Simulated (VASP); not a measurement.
CdO, 2 atoms in the cell. It takes space group Fm-3m (No. 225, cubic). The conventional cell has a = 4.781 Å, b = 4.781 Å, c = 4.781 Å, α = 90.00°, β = 90.00°, γ = 90.00°. Cd (site symmetry m-3m) has 6 O at 2.39 Å as nearest neighbours. O (site symmetry m-3m) has 6 Cd at 2.39 Å as nearest neighbours. 

- Program: VASP 6.6.1
- Task: relaxation of cell and atoms
- Functional: PBE
- Potentials or basis: VASP PAW PBE potentials, release 64 (Cd, O)
- Cutoff: 600 eV
- k mesh: 12 × 12 × 12
- Occupations: gaussian, width 0.03 eV
- Spin: no spin polarisation
- Further INCAR settings: ALGO = Normal; EDIFF = 1e-07; IBRION = 2; EDIFFG = -0.005; NSW = 90; ISIF = 3

Potentials or basis: VASP PAW PBE potentials, release 64 (Cd, O).

Command:

```console
$ cat potpaw_PBE.64/Cd/POTCAR potpaw_PBE.64/O/POTCAR > POTCAR
$ mpirun -np 1 vasp_std > vasp.out
```

Hardware: 1 thread of Intel(R) Xeon(R) Platinum 8488C (Sapphire Rapids), on a shared host.

Question: Estimate the wall time of this run.

Answer: It took 19 s on 1 thread of Intel(R) Xeon(R) Platinum 8488C (Sapphire Rapids) (shared host), peak memory 0.17 GiB. Counts: scf iterations 14, k points 72, ion steps 1.
